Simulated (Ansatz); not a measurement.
# SnTe: how the settings move a single-point run

How sensitive is a single-point run of SnTe to its settings? A reference run comes first, then five runs with altered input. The cell is built on a prototype (zincblende) and needn't be the phase found in nature.

Program: Ansatz 0.2.0. Level of theory: reference: DFT, r2SCAN, plane waves, PAW. These are calculated values, not measurements.

1 further run of the same task is left out (set aside as unsound or not needed).

## Step 1: The system as given

It takes space group F-43m (No. 216, cubic). Conventional cell: a = 7.168 Å, b = 7.168 Å, c = 7.168 Å, α = 90.00°, β = 90.00°, γ = 90.00°. Sn (site symmetry -43m) has 4 Te at 3.10 Å as nearest neighbours. Te (site symmetry -43m) has 4 Sn at 3.10 Å as nearest neighbours.

Structure file:

```cif
data_structure
_symmetry_space_group_name_H-M 'F-43m'
_symmetry_Int_Tables_number 216
_cell_length_a 7.1680
_cell_length_b 7.1680
_cell_length_c 7.1680
_cell_angle_alpha 90.000
_cell_angle_beta 90.000
_cell_angle_gamma 90.000
_cell_volume 368.29
loop_
_atom_site_label
_atom_site_type_symbol
_atom_site_symmetry_multiplicity
_atom_site_Wyckoff_symbol
_atom_site_fract_x
_atom_site_fract_y
_atom_site_fract_z
_atom_site_occupancy
Sn1 Sn 4 a 0.00000 0.00000 0.00000 1
Te1 Te 4 d 0.25000 0.25000 0.75000 1
```

## Step 2: Baseline

input.yaml reads:

```yaml
crystal:
  lattice:
    - [0.0, 3.5839840137, 3.5839840137]
    - [3.5839840137, 0.0, 3.5839840137]
    - [3.5839840137, 3.5839840137, 0.0]
  atoms:
    - { symbol: Sn, position: [0.0, 0.0, 0.0] }
    - { symbol: Te, position: [0.25, 0.25, 0.25] }
kpoints:
  mp_grid: { grid: [4, 4, 4] }
hamiltonian:
  xc: r2scan
scf:
  occupations: { method: fermi_dirac, width: 0.02 }
  n_extra_bands: 4
output:
  forces: true
  stress: true
  eigenvalues: true
```

Started as:

```sh
ansatz run input.yaml --threads 4 --pin off --max-ram 3686MiB --backend cpu --events-out ev --progress --plain --runs-dir out
```

## Step 3: Changing settings: occupations.width 0.001

Edit input.yaml of step 2 so:

```diff
@@ -13,3 +13,3 @@
 scf:
-  occupations: { method: fermi_dirac, width: 0.02 }
+  occupations: { method: fermi_dirac, width: 0.001 }
   n_extra_bands: 4
```

## Step 4: Variant: exchange pbe, correlation pbe, coeff 0.3, omega 0.1

Edit input.yaml of step 2 so:

```diff
@@ -11,3 +11,3 @@
 hamiltonian:
-  xc: r2scan
+  xc: { exchange: pbe, correlation: pbe, exx: { coeff: 0.3, omega: 0.1 } }
 scf:
```

## Step 5: Variant: exchange pbe, correlation pbe, coeff 0.2, omega 0.2078

Edit input.yaml of step 2 so:

```diff
@@ -11,3 +11,6 @@
 hamiltonian:
-  xc: r2scan
+  xc:
+    exchange: pbe
+    correlation: pbe
+    exx: { coeff: 0.2, omega: 0.2078 }
 scf:
```

## Step 6: Variant: exchange pbe, correlation pbe, coeff 0.4, omega 0.2078

Edit input.yaml of step 2 so:

```diff
@@ -11,3 +11,6 @@
 hamiltonian:
-  xc: r2scan
+  xc:
+    exchange: pbe
+    correlation: pbe
+    exx: { coeff: 0.4, omega: 0.2078 }
 scf:
```

## Step 7: Changed: exchange pbe, correlation pbe, coeff 0.3

Edit input.yaml of step 2 so:

```diff
@@ -11,3 +11,3 @@
 hamiltonian:
-  xc: r2scan
+  xc: { exchange: pbe, correlation: pbe, exx: { coeff: 0.3 } }
 scf:
```

Before running it: what results should come out? Wanted: for each run, ending; energy change; pressure; gap; force.

**Answer**, as computed:

```csv
run,ending,energy change,pressure (GPa),gap (eV),force (eV/Å),cycles,time
reference,converged,0,-0.2,0.09,0.00,7,2.8 s
1: occupations.width 0.001,converged,-0.1 meV/atom (σ→0),-0.1,0.09,0.00,6,2.8 s
"2: exchange pbe, correlation pbe, coeff 0.3, omega 0.1",converged,not comparable,-0.1,0.65,0.00,22,21 s
"3: exchange pbe, correlation pbe, coeff 0.2, omega 0.2078",converged,not comparable,0.1,0.25,0.00,15,20 s
"4: exchange pbe, correlation pbe, coeff 0.4, omega 0.2078",converged,not comparable,-0.3,0.50,0.00,20,23 s
"5: exchange pbe, correlation pbe, coeff 0.3",converged,not comparable,-0.1,1.07,0.00,23,22 s
```

Residual by cycle in the longest SCF loop of each run; runs are numbered as in the table. The quantity is the density residual dr2, in eV.

```csv
cycle,reference,run 1,run 2,run 3,run 4,run 5
1,0.0216,0.0227,0.00955,0.0099,0.00923,0.00958
2,0.00197,0.00157,0.00415,0.00439,0.00391,0.00414
3,4.1e-4,4.5e-4,1.2e-4,1.1e-4,1.2e-4,1.2e-4
4,7.5e-5,2.1e-5,2.8e-6,2.7e-6,2.9e-6,2.8e-6
5,2.4e-6,1.5e-6,1.2e-7,1.1e-7,1.2e-7,1.2e-7
6,1.1e-7,8.0e-8,1.4e-8,1.1e-8,1.5e-8,1.4e-8
7,2.6e-9,-,1.0e-9,8.9e-10,9.4e-10,9.9e-10
8,-,-,1.2e-10,-,9.0e-11,1.1e-10
```

«occupations.width 0.001» moves the energy by -0.1 meV/atom. Of the variants the dearest is «exchange pbe, correlation pbe, coeff 0.4, omega 0.2078» (23 s), the cheapest «occupations.width 0.001» (2.8 s), on a shared host. The gap of the reference lacks spin-orbit coupling, though the cell holds Te.
